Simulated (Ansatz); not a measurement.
# AlRu (Pm-3m) in Ansatz: equation of state

How stiff is AlRu in PBE, and what volume does it want? The cell is scaled to several volumes.

All numbers are computed with Ansatz 0.2.0; they aren't measurements. Logs are shortened: lines on timing, memory, paths and dates and some standing lists are left out, and cuts for length are marked.

## Step 1: The structure

Symmetry: Pm-3m, No. 221, cubic system. The conventional cell has a = 2.992 Å, b = 2.992 Å, c = 2.992 Å, α = 90.00°, β = 90.00°, γ = 90.00°. Ru (site symmetry m-3m) has 8 Al at 2.59 Å as nearest neighbours. Around Al (site symmetry m-3m) lie 8 Ru at 2.59 Å.

## Step 2: Single point, PBE, 12.58 Å³/atom (volume scaled by 0.94)

Input file input.yaml:

```yaml
crystal:
  lattice:
    - [2.9305298028, 0.0, 0.0]
    - [0.0, 2.9305298028, 0.0]
    - [0.0, 0.0, 2.9305298028]
  atoms:
    - { symbol: Ru, position: [0.5, 0.5, 0.5] }
    - { symbol: Al, position: [0.0, 0.0, 0.0] }
hamiltonian:
  xc: pbe
  pseudopotentials: { kind: paw }
kpoints:
  mp_grid: { grid: [9, 9, 9] }
scf:
  occupations: { method: fermi_dirac, width: 0.05 }
output:
  forces: true
  stress: true
  eigenvalues: true
```

Potentials or basis: Ansatz PAW.

Run with:

```sh
$ ansatz run input.yaml --threads 2 --pin off --max-ram 5120MiB --backend cpu --events-out ev --progress --plain --runs-dir out
```

What it wrote:

```text
Warning: RAYON_NUM_THREADS=2 ignored (pool sized by the plan → 2); use --threads N
Engine: ansatz 0.2.0, aarch64-unknown-linux-gnu
Pseudopotentials: kind: paw
Pseudopotential: Ru, paw, valence charge 16, recommended cutoff 420 eV (normal), Ru.paw.azcp
Pseudopotential: Al, paw, valence charge 3, recommended cutoff 420 eV (normal), Al.paw.azcp
Functional definition: PBE
  parameter kappa = 0.804
  parameter beta = 0.06672455060314922
  exchange = pbe_x(kappa = kappa, mu = beta*pi^2/3)
  correlation = pbe_c(beta = beta)
Crystal: 2 atoms, lattice volume = 25.167 Å³
Basis set: ecut = 420 eV, 461 PW (Γ), exchange–correlation on 40×40×40 points (8 copies of the dense FFT grid, shifted against one another)
Bands: 14, of which v1, the nominal top of the filled ones, is band 10 counted from 1 (9 counted from 0)
Symmetry: 48 space group operations
Space group: Pm-3m (ITA 221), of the structure as read, at distance tolerance 2.9e-5 Å
k-points: 35 of 729
Non-local potential: Ru, projectors of the file, l = 0: 3, l = 1: 2, l = 2: 2, l = 3: 1
Non-local potential: Al, projectors of the file, l = 0: 2, l = 1: 2, l = 2: 1
PAW form: soft (Blöchl's): semilocal exchange-correlation on the pseudo side does not see the compensation charge
PAW one-centre angular grid: Ru, 590 points (default); XC on 64 Gauss nodes
PAW one-centre angular grid: Al, 110 points (default); XC on 64 Gauss nodes
Initial density: superposition of atomic densities (neutral atoms: chi_scale 0, normalization atom), corrected by the library's trained network
Initial wavefunctions: pseudopotential atomic-orbital guess
Functional: x = pbe(κ = 0.804, μ = 0.2195149727645171), c = pbe(β = 0.06672455060314922)
SCF iter   1: F=—  HF=-6417.373885 eV  |F-HF|=—  |Δ(HF+E_count)|=         —  Δρ=7.83e-3  dr2=9.46e-3  ethr=1.77e-3  ⟨swp⟩=5.1  Hψ=2627  notcnv=0
preconditioner: auto → none  [metal: Δε(μ)=0.031 eV  Ē_g=9.414 eV  σ=0.050 eV  W_gap=0.15  n_scr=6 (ndim 8)  ℏωp=24.5 eV  f_vac=0.000  D(μ)=1.72/eV (n_scr^D=18)  sad-step TF]
SCF iter   2: F=—  HF=-6417.372174 eV  |F-HF|=—  |Δ(HF+E_count)|=   1.71e-3  Δρ=4.44e-3  dr2=3.68e-3  ethr=4.98e-5  ⟨swp⟩=1.9  Hψ=819  notcnv=0  defer=1
SCF iter   3: F=—  HF=-6417.371349 eV  |F-HF|=—  |Δ(HF+E_count)|=   8.25e-4  Δρ=4.15e-4  dr2=3.16e-5  ethr=1.94e-5  ⟨swp⟩=2.0  Hψ=612  notcnv=0  defer=1
SCF iter   4: F=—  HF=-6417.371362 eV  |F-HF|=—  |Δ(HF+E_count)|=   1.33e-5  Δρ=1.31e-4  dr2=3.70e-6  ethr=1.66e-7  ⟨swp⟩=2.2  Hψ=670  notcnv=0  defer=1
iter 5 did not close the SCF: its close was put off for the readings that it lacked (scf_convergence_deferred on its scf_iter line)
SCF iter   5: F=-6417.371362 eV  HF=-6417.371362 eV  |F-HF|=4.03e-8  |Δ(HF+E_count)|=   7.55e-7  Δρ=1.85e-5  dr2=5.58e-8  ethr=1.95e-8  ⟨swp⟩=2.2  Hψ=767  notcnv=0  defer=1
SCF iter   6: F=-6417.371362 eV  HF=-6417.371362 eV  |F-HF|=3.57e-10  |Δ(HF+E_count)|=   9.01e-9  Δρ=2.60e-6  dr2=6.10e-10  ethr=2.94e-10  ⟨swp⟩=2.7  Hψ=1648  notcnv=0
SCF 1 converged in 6 iterations: F = -6417.371362 eV  dr2 = 6.10e-10
SCF converged after 6 iterations
Free energy (F): -6417.371362 eV
Harris-Foulkes:  -6417.371362 eV  (|F-HF|=3.57e-10)
Internal energy: -6417.357156 eV  (E = F + TS)
E sigma→0 (E₀):  -6417.364259 eV
Entropy (-TS):   -0.014206 eV (-7.103 meV/atom)
Fermi energy:    17.270080 eV
--- Per-component energies (eV) ---
  E_band       = -98.846052
  E_kinetic    = 546.688624
  E_local      = -1738.308625  (includes V_loc(G=0)·N_el)
  E_nonlocal   = 355.067119
  E_hartree    = 618.731878
  E_xc         = -233.612380
  E_vxc        = -272.567318  (∫ρ·V_xc dr)
  E_paw        = -3929.529063  (= ΣΔE_a)
  E_vpaw       = -227.188485  (= ΣTr[D̂ρ^β])
  E_aug_tail   = -0.000198  (compensation charges beyond the density's cutoff)
  E_ewald      = -2036.394512
  E_smearing   = -0.014206  (= −TS)
  E_closure    = -0.000000  (closes the sum)
  Σ components = -6417.371362   (vs F -6417.371362, Δ=0.00e0)
--- Forces (eV/Å), atoms counted from 1 ---
  atom   1  Ru     0.00000000     0.00000000     0.00000000
  atom   2  Al    -0.00000000     0.00000000     0.00000000
  max |Σ_I F_I| component: 7.75e-29 eV/Å
--- Stress (GPa, compression-positive) ---
       17.759462       0.000000      -0.000000
       -0.000000      17.759462       0.000000
        0.000000       0.000000      17.759462
  P = ⅓ Tr σ = 17.7595 GPa (177.595 kbar)
--- Band table (eV; the first three rows and the last of 35) ---
  k-point 0: bands = ["-54.4947", "-24.4383", "-24.4383", "-24.4383", "7.3341", "13.4326", "13.4326", "17.5336", "17.5336", "17.5336", "23.7484", "23.7484", "23.7484", "28.6543"]
  k-point 1: bands = ["-54.4923", "-24.4696", "-24.4357", "-24.4357", "7.5827", "13.5219", "13.5250", "17.2272", "17.2272", "17.5655", "22.7042", "24.2345", "24.2345", "28.0674"]
  k-point 2: bands = ["-54.4861", "-24.5482", "-24.4291", "-24.4291", "8.2979", "13.6311", "13.7614", "16.5808", "16.5808", "17.6475", "21.0493", "25.4182", "25.4182", "26.7970"]
  k-point 34: bands = ["-54.4353", "-24.6332", "-24.6326", "-24.6326", "12.2568", "12.4790", "12.4790", "18.6484", "18.6484", "20.5471", "20.7595", "22.0491", "22.0491", "26.6521"]
```

Run time: 0.59 s. Hardware: 2 threads of Arm Neoverse V1, shared host; peak memory 0.27 GiB.

Results:

```yaml
Free_energy: -6417.3714 eV
Pressure: 17.8 GPa
Band_gap_on_the_k_mesh: none (metal or under the smearing width)
```

## Step 3: Single point, PBE, 12.85 Å³/atom (volume scaled by 0.96)

Edit input.yaml of step 2 so:

```diff
@@ -2,5 +2,5 @@
   lattice:
-    - [2.9305298028, 0.0, 0.0]
-    - [0.0, 2.9305298028, 0.0]
-    - [0.0, 0.0, 2.9305298028]
+    - [2.9511680166, 0.0, 0.0]
+    - [0.0, 2.9511680166, 0.0]
+    - [0.0, 0.0, 2.9511680166]
   atoms:
@@ -19 +19,5 @@
   eigenvalues: true
+  write_density: true
+  write_potential: true
+  elf: true
+  volumetric_format: npy
```

Potentials or basis: Ansatz PAW.

Run with:

```sh
$ ansatz run input.yaml --threads 2 --pin off --max-ram 5120MiB --backend cpu --events-out ev --progress --plain --runs-dir out
```

Run time: 0.73 s. Hardware: 2 threads of Arm Neoverse V1, shared host; peak memory 0.27 GiB.

It converged, with:

| Quantity | Value |
| --- | --- |
| Free energy | -6417.4211 eV |
| Pressure | 12.1 GPa |
| Band gap on the k mesh | none (metal or under the smearing width) |

## Step 4: Single point, PBE, 13.12 Å³/atom (volume scaled by 0.98)

Input file input.yaml:

```yaml
crystal:
  lattice:
    - [2.9715215427, 0.0, 0.0]
    - [0.0, 2.9715215427, 0.0]
    - [0.0, 0.0, 2.9715215427]
  atoms:
    - { symbol: Ru, position: [0.5, 0.5, 0.5] }
    - { symbol: Al, position: [0.0, 0.0, 0.0] }
hamiltonian:
  xc: pbe
  pseudopotentials: { kind: paw }
kpoints:
  mp_grid: { grid: [9, 9, 9] }
scf:
  occupations: { method: fermi_dirac, width: 0.05 }
output:
  forces: true
  stress: true
  eigenvalues: true
```

Run with:

```sh
$ ansatz run input.yaml --threads 2 --pin off --max-ram 5120MiB --backend cpu --events-out ev --progress --plain --runs-dir out
```

Wall time 0.58 s (2 threads of Arm Neoverse V1, shared host); peak memory 0.27 GiB.

Results (log left out):

```yaml
Free_energy: -6417.4531 eV
Pressure: 7.1 GPa
Band_gap_on_the_k_mesh: none (metal or under the smearing width)
```

## Step 5: Single point, PBE, 13.39 Å³/atom

Edit input.yaml of step 4 so:

```diff
@@ -2,5 +2,5 @@
   lattice:
-    - [2.9715215427, 0.0, 0.0]
-    - [0.0, 2.9715215427, 0.0]
-    - [0.0, 0.0, 2.9715215427]
+    - [2.9916, 0.0, 0.0]
+    - [0.0, 2.9916, 0.0]
+    - [0.0, 0.0, 2.9916]
   atoms:
```

Run with:

```sh
$ ansatz run input.yaml --threads 2 --pin off --max-ram 5120MiB --backend cpu --events-out ev --progress --plain --runs-dir out
```

It took 0.58 s on 2 threads of Arm Neoverse V1, shared host; peak memory 0.27 GiB.

Results (log left out):

| Item | Value |
| --- | --- |
| Free energy | -6417.4690 eV |
| Pressure | 2.5 GPa |
| Band gap on the k mesh | none (metal or under the smearing width) |

## Step 6: Single point, PBE, 13.65 Å³/atom (volume scaled by 1.02)

Edit input.yaml of step 5 so:

```diff
@@ -2,5 +2,5 @@
   lattice:
-    - [2.9916, 0.0, 0.0]
-    - [0.0, 2.9916, 0.0]
-    - [0.0, 0.0, 2.9916]
+    - [3.0114124979, 0.0, 0.0]
+    - [0.0, 3.0114124979, 0.0]
+    - [0.0, 0.0, 3.0114124979]
   atoms:
@@ -19 +19,5 @@
   eigenvalues: true
+  write_density: true
+  write_potential: true
+  elf: true
+  volumetric_format: npy
```

Potentials or basis: Ansatz PAW.

Run with:

```sh
$ ansatz run input.yaml --threads 2 --pin off --max-ram 5120MiB --backend cpu --events-out ev --progress --plain --runs-dir out
```

Wall time 0.84 s (2 threads of Arm Neoverse V1, shared host); peak memory 0.28 GiB.

It converged, with:

```yaml
Free_energy: -6417.4706 eV
Pressure: -1.5 GPa
Band_gap_on_the_k_mesh: none (metal or under the smearing width)
```

## Step 7: Single point, PBE, 13.92 Å³/atom (volume scaled by 1.04)

Input file input.yaml:

```yaml
crystal:
  lattice:
    - [3.0309676725, 0.0, 0.0]
    - [0.0, 3.0309676725, 0.0]
    - [0.0, 0.0, 3.0309676725]
  atoms:
    - { symbol: Ru, position: [0.5, 0.5, 0.5] }
    - { symbol: Al, position: [0.0, 0.0, 0.0] }
hamiltonian:
  xc: pbe
  pseudopotentials: { kind: paw }
kpoints:
  mp_grid: { grid: [9, 9, 9] }
scf:
  occupations: { method: fermi_dirac, width: 0.05 }
output:
  forces: true
  stress: true
  eigenvalues: true
```

Run with:

```sh
$ ansatz run input.yaml --threads 2 --pin off --max-ram 5120MiB --backend cpu --events-out ev --progress --plain --runs-dir out
```

It took 0.68 s on 2 threads of Arm Neoverse V1, shared host; peak memory 0.27 GiB.

It converged, with:

```
Free energy            : -6417.4592 eV
Pressure               : -5.2 GPa
Band gap on the k mesh : none (metal or under the smearing width)
```

## Step 8: Single point, PBE, 14.19 Å³/atom (volume scaled by 1.06)

Edit input.yaml of step 7 so:

```diff
@@ -2,5 +2,5 @@
   lattice:
-    - [3.0309676725, 0.0, 0.0]
-    - [0.0, 3.0309676725, 0.0]
-    - [0.0, 0.0, 3.0309676725]
+    - [3.0502737196, 0.0, 0.0]
+    - [0.0, 3.0502737196, 0.0]
+    - [0.0, 0.0, 3.0502737196]
   atoms:
```

Potentials or basis: Ansatz PAW.

Run with:

```sh
$ ansatz run input.yaml --threads 2 --pin off --max-ram 5120MiB --backend cpu --events-out ev --progress --plain --runs-dir out
```

What it wrote:

```text
Warning: RAYON_NUM_THREADS=2 ignored (pool sized by the plan → 2); use --threads N
[... 9 set-up lines as earlier in the session ...]
Crystal: 2 atoms, lattice volume = 28.380 Å³
Basis set: ecut = 420 eV, 515 PW (Γ), exchange–correlation on 48×48×48 points (8 copies of the dense FFT grid, shifted against one another)
Bands: 14, of which v1, the nominal top of the filled ones, is band 10 counted from 1 (9 counted from 0)
[... 1 set-up line as earlier in the session ...]
Space group: Pm-3m (ITA 221), of the structure as read, at distance tolerance 3.1e-5 Å
k-points: 35 of 729
[... 8 set-up lines as earlier in the session ...]
SCF iter   1: F=—  HF=-6417.438205 eV  |F-HF|=—  |Δ(HF+E_count)|=         —  Δρ=7.19e-3  dr2=1.06e-2  ethr=1.77e-3  ⟨swp⟩=5.2  Hψ=2677  notcnv=0
preconditioner: auto → none  [metal: Δε(μ)=0.043 eV  Ē_g=8.420 eV  σ=0.050 eV  W_gap=0.21  n_scr=6 (ndim 8)  ℏωp=23.1 eV  f_vac=0.000  D(μ)=1.98/eV (n_scr^D=18)  sad-step TF]
SCF iter   2: F=—  HF=-6417.437002 eV  |F-HF|=—  |Δ(HF+E_count)|=   1.20e-3  Δρ=4.10e-3  dr2=4.14e-3  ethr=5.57e-5  ⟨swp⟩=1.9  Hψ=801  notcnv=0
SCF iter   3: F=—  HF=-6417.436259 eV  |F-HF|=—  |Δ(HF+E_count)|=   7.43e-4  Δρ=3.91e-4  dr2=3.32e-5  ethr=2.18e-5  ⟨swp⟩=2.0  Hψ=632  notcnv=0
SCF iter   4: F=—  HF=-6417.436230 eV  |F-HF|=—  |Δ(HF+E_count)|=   2.88e-5  Δρ=1.13e-4  dr2=2.85e-6  ethr=1.75e-7  ⟨swp⟩=2.0  Hψ=802  notcnv=0
iter 5 did not close the SCF: its close was put off for the readings that it lacked (scf_convergence_deferred on its scf_iter line)
SCF iter   5: F=-6417.436230 eV  HF=-6417.436230 eV  |F-HF|=6.14e-9  |Δ(HF+E_count)|=   3.00e-7  Δρ=1.16e-5  dr2=1.67e-8  ethr=1.50e-8  ⟨swp⟩=2.7  Hψ=780  notcnv=0
SCF iter   6: F=-6417.436230 eV  HF=-6417.436230 eV  |F-HF|=1.23e-10  |Δ(HF+E_count)|=  6.81e-10  Δρ=1.86e-6  dr2=2.89e-10  ethr=8.79e-11  ⟨swp⟩=2.1  Hψ=1546  notcnv=0
SCF 1 converged in 6 iterations: F = -6417.436230 eV  dr2 = 2.89e-10
SCF converged after 6 iterations
Free energy (F): -6417.436230 eV
Harris-Foulkes:  -6417.436230 eV  (|F-HF|=1.23e-10)
Internal energy: -6417.419484 eV  (E = F + TS)
E sigma→0 (E₀):  -6417.427857 eV
Entropy (-TS):   -0.016746 eV (-8.373 meV/atom)
Fermi energy:    14.934764 eV
--- Per-component energies (eV) ---
  E_band       = -139.106691
  E_kinetic    = 540.090381
  E_local      = -1852.926883  (includes V_loc(G=0)·N_el)
  E_nonlocal   = 354.201935
  E_hartree    = 657.578573
  E_xc         = -230.994791
  E_vxc        = -269.091384  (∫ρ·V_xc dr)
  E_paw        = -3928.916300  (= ΣΔE_a)
  E_vpaw       = -226.537211  (= ΣTr[D̂ρ^β])
  E_aug_tail   = -0.000173  (compensation charges beyond the density's cutoff)
  E_ewald      = -1956.452226
  E_smearing   = -0.016746  (= −TS)
  E_closure    = 0.000000  (closes the sum)
  Σ components = -6417.436230   (vs F -6417.436230, Δ=0.00e0)
--- Forces (eV/Å), atoms counted from 1 ---
  atom   1  Ru     0.00000000    -0.00000000     0.00000000
  atom   2  Al    -0.00000000     0.00000000     0.00000000
  max |Σ_I F_I| component: 9.40e-30 eV/Å
--- Stress (GPa, compression-positive) ---
       -8.490726      -0.000000       0.000000
       -0.000000      -8.490726       0.000000
        0.000000       0.000000      -8.490726
  P = ⅓ Tr σ = -8.4907 GPa (-84.907 kbar)
--- Band table (eV; the first three rows and the last of 35) ---
  k-point 0: bands = ["-56.7932", "-26.7459", "-26.7459", "-26.7459", "5.6850", "11.7397", "11.7397", "15.1491", "15.1491", "15.1491", "20.8132", "20.8132", "20.8132", "25.5971"]
  k-point 1: bands = ["-56.7918", "-26.7656", "-26.7443", "-26.7443", "5.9088", "11.8016", "11.8155", "14.8921", "14.8921", "15.1749", "19.7970", "21.2480", "21.2480", "25.1542"]
  k-point 2: bands = ["-56.7883", "-26.8153", "-26.7401", "-26.7401", "6.5587", "11.8210", "12.0178", "14.3459", "14.3459", "15.2412", "18.2049", "22.3316", "22.3316", "24.1516"]
  k-point 34: bands = ["-56.7594", "-26.8714", "-26.8710", "-26.8710", "10.5635", "10.7951", "10.7951", "16.0919", "16.0919", "17.5623", "18.0110", "19.2920", "19.2920", "23.2074"]
```

Wall time 0.68 s (2 threads of Arm Neoverse V1, shared host); peak memory 0.27 GiB.

Results:

| Quantity | Value |
| --- | --- |
| Free energy | -6417.4362 eV |
| Pressure | -8.5 GPa |
| Band gap on the k mesh | none (metal or under the smearing width) |

## Step 9: Equation of state, PBE

Potentials or basis: Ansatz PAW.

This step only gathers the single runs of the series.

Results:

```yaml
Equilibrium_volume: 13.55 Å³/atom
Bulk_modulus: 204 GPa
Pressure_derivative_of_the_bulk_modulus: 4.4
```

Energy against volume, from the lowest point:
| volume (Å³/atom) | energy (meV/atom) |
| --- | --- |
| 12.584 | 49.62 |
| 12.851 | 24.73 |
| 13.119 | 8.75 |
| 13.387 | 0.78 |
| 13.655 | 0.00 |
| 13.922 | 5.69 |
| 14.190 | 17.18 |

PBE usually gives volumes a little too large and moduli too small. Zero-point motion and thermal expansion aren't in these numbers.
